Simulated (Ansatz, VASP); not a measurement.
AlN: VASP beside Ansatz

```xyz
4
Lattice="3.1813 0.0000 0.0000 -1.5906 2.7551 0.0000 0.0000 0.0000 4.7458" Properties=species:S:1:pos:R:3 pbc="T T T"
Al    0.0000    1.8367   -0.0290
Al    1.5907    0.9184    2.3439
N     0.0000    1.8367    1.8561
N     1.5907    0.9184    4.2290
```

Alike in both runs: functional LDA; k mesh 9 × 9 × 6; occupations gaussian, width 0.05 eV; no spin polarisation.

Ansatz relaxed the structure, and its values are those at the end. VASP's run is a single point on that final structure, the one shown.

|  | VASP | Ansatz |
| --- | --- | --- |
| version | VASP 6.6.1 | Ansatz 0.2.0 |
| potentials or method | VASP PAW LDA potentials, release 64 (Al, N) | scalar-relativistic, plane waves, PAW |
| plane-wave cutoff (eV) | 520 | 520 |
| valence electrons in the cell | 16 | 16 |

Ansatz gave:

* gap on the k mesh at the Fermi level (eV): 3.82
* least direct gap on the mesh (eV): 3.82
* pressure (GPa): -5.1
* rms of the force components (eV/Å): 0.000

Which values does VASP return?

gap on the k mesh at the Fermi level (eV): 3.83; least direct gap on the mesh (eV): 3.83; pressure (GPa): -4.5; rms of the force components (eV/Å): 0.007.

Ansatz warned: «pseudo_functional_mismatch».

Caveats: an odd mesh through Γ misses points on the zone boundary, where band edges often lie.
